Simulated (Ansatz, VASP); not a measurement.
# Ag3O in two plane-wave programs, part 2 of 2

Aim: how closely do two programs agree when they are given the same cell, functional and k mesh? The cell is taken from a series of runs on this material, whose earlier steps may have relaxed, scaled, displaced or heated it; both programs get it as it stands.

VASP 6.6.1 and Ansatz 0.2.0.

So far: The starting structure; VASP: relaxation of cell and atoms, BLYP with D3(BJ).

### 3. Ansatz: relaxation of cell and atoms, BLYP with D3(BJ)

Level of this step: Ansatz beside VASP: Kohn-Sham DFT, plane waves, BLYP with D3(BJ) (Ansatz).

Ansatz runs on its default PAW (the set named soft_2) files.

The same cell, functional (in two slightly different forms), mesh and smearing now go to Ansatz, which takes its cutoff from its data sets.

Input file input.yaml:

```yaml
crystal:
  lattice:
    - [5.318, 0.0, 0.0]
    - [-2.659, 4.6055230973, 0.0]
    - [0.0, 0.0, 4.951]
  atoms:
    - { symbol: Ag, position: [0.31085, 0.0, 0.2228] }
    - { symbol: Ag, position: [0.0, 0.31085, 0.2228] }
    - { symbol: Ag, position: [0.68915, 0.68915, 0.2228] }
    - { symbol: Ag, position: [0.0, 0.68915, 0.7772] }
    - { symbol: Ag, position: [0.68915, 0.0, 0.7772] }
    - { symbol: Ag, position: [0.31085, 0.31085, 0.7772] }
    - { symbol: O, position: [0.3333333333, 0.6666666667, 0.5] }
    - { symbol: O, position: [0.6666666667, 0.3333333333, 0.5] }
kpoints:
  mp_grid: { grid: [6, 6, 6] }
hamiltonian:
  xc: blyp
  dispersion: d3bj
scf:
  occupations: { method: gaussian, width: 0.1 }
output:
  forces: true
  stress: true
  eigenvalues: true
relax:
  adjacent_minimum: "off"
  f_tol: 0.005
  max_steps: 60
  cell: { stress_tol: 0.03 }
```

Started as:

```console
$ ansatz run input.yaml --threads 4 --pin off --max-ram 16384MiB --backend cpu --events-out ev --progress --plain --runs-dir out
```

Numbers of over 12 decimals in the logs are rounded to 6 here.

The program printed:

```text
Engine: ansatz 0.2.0, x86_64-unknown-linux-gnu
Pseudopotentials: kind: paw
Pseudopotential: Ag, paw, valence charge 19, recommended cutoff 420 eV (normal), Ag.paw.azcp
Pseudopotential: O, paw, valence charge 6, recommended cutoff 420 eV (normal), O.paw.azcp
Functional definition: BLYP
  parameter beta = 0.0042
  parameter a = 0.04918
  parameter b = 0.132
  parameter c = 0.2533
  parameter d = 0.349
  exchange = b88_x(beta = beta)
  correlation = lyp_c(a = a, b = b, c = c, d = d)
Crystal: 8 atoms, lattice volume = 121.261 Å³
Basis set: ecut = 420 eV, 2375 PW (Γ), exchange–correlation on 72×72×72 points (8 copies of the dense FFT grid, shifted against one another)
Bands: 76, of which v1, the nominal top of the filled ones, is band 63 counted from 1 (62 counted from 0)
Symmetry: 12 space group operations
Space group: P-31m (ITA 162), of the structure as read, at distance tolerance 4.9e-5 Å
k-points: 34 of 216
Non-local potential: Ag, projectors of the file, l = 0: 3, l = 1: 2, l = 2: 2, l = 3: 1
Non-local potential: O, projectors of the file, l = 0: 2, l = 1: 2, l = 2: 1
PAW form: soft (Blöchl's): semilocal exchange-correlation on the pseudo side does not see the compensation charge
PAW frozen core: Ag, regenerated for the run's functional, and the local potential with it (the file was generated under x = pbe(κ = 0.804, μ = 0.219515), c = pbe(β = 0.066725))
PAW frozen core: O, regenerated for the run's functional, and the local potential with it (the file was generated under x = pbe(κ = 0.804, μ = 0.219515), c = pbe(β = 0.066725))
PAW one-centre angular grid: Ag, 590 points (default); XC on 64 Gauss nodes
PAW one-centre angular grid: O, 110 points (default); XC on 64 Gauss nodes
Initial density: superposition of atomic densities (neutral atoms: chi_scale 0, normalization atom), corrected by the library's trained network
Initial wavefunctions: pseudopotential atomic-orbital guess
Functional: x = b88, c = lyp
SCF iter   1: F=—  HF=-46776.517620 eV  |F-HF|=—  |Δ(HF+E_count)|=         —  Δρ=1.55e-2  dr2=2.52e-1  ethr=1.77e-3  ⟨swp⟩=5.1  Hψ=7942  notcnv=0  defer=109
preconditioner: auto → Kerker (q_TF=auto, 2.746 Å⁻¹)  [metal: Δε(μ)=0.048 eV  Ē_g=10.920 eV  σ=0.100 eV  W_gap=0.26  n_scr=46 (ndim 8)  ℏωp=29.8 eV  f_vac=0.000  D(μ)=0.62/eV (n_scr^D=0)]
SCF iter   2: F=—  HF=-46776.481314 eV  |F-HF|=—  |Δ(HF+E_count)|=   3.63e-2  Δρ=7.05e-3  dr2=6.10e-2  ethr=2.00e-4  ⟨swp⟩=1.9  Hψ=3151  notcnv=0  defer=127
SCF iter   3: F=—  HF=-46776.472067 eV  |F-HF|=—  |Δ(HF+E_count)|=   9.25e-3  Δρ=1.34e-3  dr2=2.40e-3  ethr=4.84e-5  ⟨swp⟩=2.0  Hψ=3712  notcnv=0  defer=127
SCF iter   4: F=—  HF=-46776.472394 eV  |F-HF|=—  |Δ(HF+E_count)|=   3.28e-4  Δρ=3.04e-4  dr2=1.36e-4  ethr=1.91e-6  ⟨swp⟩=2.0  Hψ=3297  notcnv=0  defer=127
SCF iter   5: F=—  HF=-46776.472433 eV  |F-HF|=—  |Δ(HF+E_count)|=   3.87e-5  Δρ=1.05e-4  dr2=1.85e-5  ethr=1.08e-7  ⟨swp⟩=2.0  Hψ=3614  notcnv=0  defer=127
SCF iter   6: F=—  HF=-46776.472461 eV  |F-HF|=—  |Δ(HF+E_count)|=   2.78e-5  Δρ=3.88e-5  dr2=2.48e-6  ethr=1.46e-8  ⟨swp⟩=2.0  Hψ=3587  notcnv=0  defer=127
SCF iter   7: F=—  HF=-46776.472461 eV  |F-HF|=—  |Δ(HF+E_count)|=   2.91e-7  Δρ=1.32e-5  dr2=2.51e-7  ethr=1.97e-9  ⟨swp⟩=2.0  Hψ=3579  notcnv=0  defer=127
SCF iter   8: F=-46776.472461 eV  HF=-46776.472461 eV  |F-HF|=1.60e-9  |Δ(HF+E_count)|=   6.78e-8  Δρ=3.61e-6  dr2=1.38e-8  ethr=7.94e-11  ⟨swp⟩=9.4  Hψ=10806  notcnv=0
SCF 1 converged in 8 iterations: F = -46776.472461 eV  dr2 = 1.38e-8
  greatest PAW one-centre occupation: 1.001 electrons in one spin orbital (limit 2), on the Ag atom at site 3 (counted from 0), in its partial waves of l = 0
relax step   1: F+E_penalty+E_count = -46776.47246128 eV  Δ(F+E_penalty+E_count) = +0.000e0 eV  max|allowed force component| = 1.802e-1 eV/Å  Δτ_max = 0.0000 Å  P = +0.966 GPa  Ω = 121.261 Å³  (8 SCF iters, dr2 threshold 1.00e-7 eV, accepted)
Crystal: 8 atoms, lattice volume = 122.102 Å³
Basis set: ecut = 420 eV, 2387 PW (Γ), exchange–correlation on 72×72×72 points (8 copies of the dense FFT grid, shifted against one another)
Initial density: handed on by an earlier stage of this run
Initial wavefunctions: those handed on with the density
iter 1 solved again at ethr=1.66e-6 eV; its pass at ethr=3.10e-3 eV (dr2=2.09e-3 eV) is discarded
SCF iter   1: F=—  HF=-46776.479527 eV  |F-HF|=—  |Δ(HF+E_count)|=         —  Δρ=1.56e-3  dr2=2.01e-3  ethr=1.66e-6  ⟨swp⟩=2.0  Hψ=10703  notcnv=0
preconditioner: auto → Kerker (q_TF=auto, 2.743 Å⁻¹)  [metal: Δε(μ)=0.079 eV  Ē_g=10.831 eV  σ=0.100 eV  W_gap=0.40  n_scr=46 (ndim 8)  ℏωp=29.7 eV  f_vac=0.000  D(μ)=1.25/eV (n_scr^D=2)]
[...]
preconditioner: auto → Kerker (q_TF=auto, 2.742 Å⁻¹)  [metal: Δε(μ)=0.089 eV  Ē_g=10.826 eV  σ=0.100 eV  W_gap=0.44  n_scr=46 (ndim 8)  ℏωp=29.7 eV  f_vac=0.000  D(μ)=1.16/eV (n_scr^D=2)]
[...]
SCF iter   4: F=—  HF=-46776.481452 eV  |F-HF|=—  |Δ(HF+E_count)|=   1.16e-7  Δρ=4.77e-7  dr2=1.91e-10  ethr=4.82e-12  ⟨swp⟩=2.0  Hψ=3905  notcnv=0
iter 5 did not close the SCF: its close was put off for the readings that it lacked (scf_convergence_deferred on its scf_iter line)
SCF iter   5: F=-46776.481452 eV  HF=-46776.481452 eV  |F-HF|=8.73e-11  |Δ(HF+E_count)|=  8.73e-11  Δρ=1.30e-7  dr2=1.11e-11  ethr=1.00e-12  ⟨swp⟩=1.0  Hψ=2584  notcnv=0
iter 6 did not close the SCF: its close was put off for the readings that it lacked (scf_convergence_deferred on its scf_iter line)
SCF iter   6: F=-46776.481452 eV  HF=-46776.481452 eV  |F-HF|=0.00e0  |Δ(HF+E_count)|=  7.28e-11  Δρ=3.01e-8  dr2=2.16e-12  ethr=1.00e-12  ⟨swp⟩=1.0  Hψ=2584  notcnv=0
iter 7 did not close the SCF: its close was put off for the readings that it lacked (scf_convergence_deferred on its scf_iter line)
SCF iter   7: F=-46776.481452 eV  HF=-46776.481452 eV  |F-HF|=1.46e-11  |Δ(HF+E_count)|=    0.00e0  Δρ=8.04e-9  dr2=1.22e-13  ethr=1.00e-12  ⟨swp⟩=1.0  Hψ=2584  notcnv=0
iter 8 did not close the SCF: its close was put off for the readings that it lacked (scf_convergence_deferred on its scf_iter line)
SCF iter   8: F=-46776.481452 eV  HF=-46776.481452 eV  |F-HF|=1.46e-11  |Δ(HF+E_count)|=  1.46e-11  Δρ=2.37e-9  dr2=8.43e-15  ethr=1.00e-12  ⟨swp⟩=1.0  Hψ=2584  notcnv=0
SCF iter   9: F=-46776.481452 eV  HF=-46776.481452 eV  |F-HF|=7.28e-12  |Δ(HF+E_count)|=  1.46e-11  Δρ=8.00e-10  dr2=8.77e-16  ethr=1.00e-12  ⟨swp⟩=2.0  Hψ=6561  notcnv=0
SCF 5 converged in 9 iterations: F = -46776.481452 eV  dr2 = 8.77e-16
relax step   5: F+E_penalty+E_count = -46776.48145220 eV  Δ(F+E_penalty+E_count) = -1.680e-3 eV  max|allowed force component| = 1.485e-4 eV/Å  Δτ_max = 0.0000 Å  P = +0.020 GPa  Ω = 122.187 Å³  stress off target by 2.06e-2 GPa  SCF on the basis re-selected at this cell (its energy is not comparable with the rows above)  (9 SCF iters)
basis re-selected at this cell: Δ(F+E_penalty+E_count) = -1.680e-3 eV, ΔP = +0.017 GPa vs the last step (what re-selecting the basis moved, of the pressure what is left beyond the Pulay correction that the steps carried, after the strain that the cell walked since its last selection, with what the two solves' SCF thresholds leave and, on support functions, any second-order correction that the steps lacked; it is no m [...]
SCF converged after 9 iterations
Free energy (F): -46776.481452 eV
Harris-Foulkes:  -46776.481452 eV  (|F-HF|=7.28e-12)
Internal energy: -46776.475635 eV  (E = F + TS)
E sigma→0 (E₀):  -46776.478544 eV
Entropy (-TS):   -0.005817 eV (-0.727 meV/atom)
Fermi energy:    15.033810 eV
--- Per-component energies (eV) ---
  E_band       = -1493.717338
  E_kinetic    = 3517.011511
  E_local      = -14527.533165  (includes V_loc(G=0)·N_el)
  E_nonlocal   = 572.131949
  E_hartree    = 6522.331926
  E_xc         = -1239.358804
  E_vxc        = -1571.509986  (∫ρ·V_xc dr)
  E_paw        = -23842.384704  (= ΣΔE_a)
  E_vpaw       = -2528.488152  (= ΣTr[D̂ρ^β])
  E_aug_tail   = 0.006649  (compensation charges beyond the density's cutoff)
  E_ewald      = -17771.399298
  E_disp       = -7.789412  (pairwise vdW)
  E_core_change = 0.507712  (= ΣΔE_core)
  E_smearing   = -0.005817  (= −TS)
  E_closure    = 0.000000  (closes the sum)
  Σ components = -46776.481452   (vs F -46776.481452, Δ=0.00e0)
--- Forces (eV/Å), atoms counted from 1 ---
  atom   1  Ag     0.00008578     0.00000000    -0.00014853
  atom   2  Ag    -0.00004289     0.00007428    -0.00014853
  atom   3  Ag    -0.00004289    -0.00007428    -0.00014853
  atom   4  Ag     0.00004289    -0.00007428     0.00014853
  atom   5  Ag    -0.00008578     0.00000000     0.00014853
  atom   6  Ag     0.00004289     0.00007428     0.00014853
  atom   7  O     -0.00000000    -0.00000000     0.00000000
  atom   8  O     -0.00000000     0.00000000     0.00000000
  max |Σ_I F_I| component: 7.40e-17 eV/Å
--- Stress (GPa, compression-positive) ---
        0.020639       0.000000       0.000000
        0.000000       0.020639      -0.000000
        0.000000       0.000000       0.017535
  P = ⅓ Tr σ = 0.0196 GPa (0.196 kbar)
--- Band table (eV; the first three rows and the last of 34) ---
  k-point 0: bands = [... 59 lower, 13.3700, 14.2658, 14.2658, 15.1424, 16.9126, 19.2994, 19.2994, 20.1750, ... 9 higher]
  k-point 1: bands = [... 59 lower, 13.4348, 14.1901, 14.1901, 15.0157, 16.6241, 19.2954, 19.2954, 19.4234, ... 9 higher]
  k-point 2: bands = [... 59 lower, 13.7824, 13.9978, 13.9978, 14.7477, 15.6915, 19.2763, 19.2763, 19.5750, ... 9 higher]
  k-point 33: bands = [... 59 lower, 13.5098, 13.9995, 13.9995, 14.5367, 15.1335, 15.1335, 18.2991, 20.7966, ... 9 higher]
--- Relaxed structure (4 steps of the walk, 4 accepted, 1 SCFs on fresh bases) ---
  F+E_penalty+E_count = -46776.48145220 eV   max|allowed force component| = 1.485e-4 eV/Å   (the final SCF, on the basis selected at the relaxed cell)
  cell:  # Å, volume = 122.1866 Å³
    - [5.331479, 0, 0]
    - [-2.665740, 4.617197, 0]
    - [0, 0, 4.963609]
  atoms:
    - { symbol: Ag, position: [0.310502, 0, 0.220610] }
    - { symbol: Ag, position: [2.7755575615628914e-17, 0.310502, 0.220610] }
    - { symbol: Ag, position: [0.689498, 0.689498, 0.220610] }
    - { symbol: Ag, position: [-5.551115123125783e-17, 0.689498, 0.779390] }
    - { symbol: Ag, position: [0.689498, 0, 0.779390] }
    - { symbol: Ag, position: [0.310502, 0.310502, 0.779390] }
    - { symbol: O, position: [0.333333, 0.666667, 0.500000] }
    - { symbol: O, position: [0.666667, 0.333333, 0.500000] }
```

### 4. Comparison

Known differences besides the potentials themselves: the data sets hold 126 valence electrons in Ansatz (on its default PAW (the set named soft_2) files) and 78 in VASP; the cutoff is 420 eV in Ansatz and 600 eV in VASP; Ansatz makes its cores anew for this functional, VASP keeps those of its PBE data sets; VASP's log shows a relativistic correction to its local exchange, Ansatz's none; Ansatz adds a Pulay correction to the stress that steers its cell, VASP none. Total energies have different zeros and are not compared.

The two programs side by side:

```tsv
quantity	Ansatz	VASP	difference
volume (Å³)	122.19	122.26	-0.06 %
edge a after relaxation, in the typed setting (Å)	5.332	5.335	-0.07 %
edge c after relaxation, in the typed setting (Å)	4.964	4.959	+0.09 %
```

### 5. Outcome

```yaml
difference_in_edge_c_after_relaxation_in_the_typed_setting_relaxation_of_cell_and_atoms_blyp_with_d3_bj: 0.089 %
```

The difference in edge c after relaxation, in the typed setting is 0.089 % (relaxation of cell and atoms, BLYP with D3(BJ)), within the 1.2 % picked in this series as the mark of a large difference, as far as the stopping tolerances let one tell. The data sets hold unlike numbers of valence electrons (126 in Ansatz and 78 in VASP), so part of the differences comes from the potentials. 1 further run of this series is not shown here. Such differences can come from data sets, numerical settings and the points named under the comparisons, not from the functional's error against experiment.

[Lines on the potential files, build, host, timing and source positions are cut from VASP's logs without a mark.]

[Logs are printed without paths, hosts, clocks, repeated set-up lines and the standing remarks that a program may print on its own settings, such as how far it seeks lower states.]

[Hosts, paths, dates, database ids (printed as entryN), source tags and the programs' standing remarks are cut or masked in the printed files.]
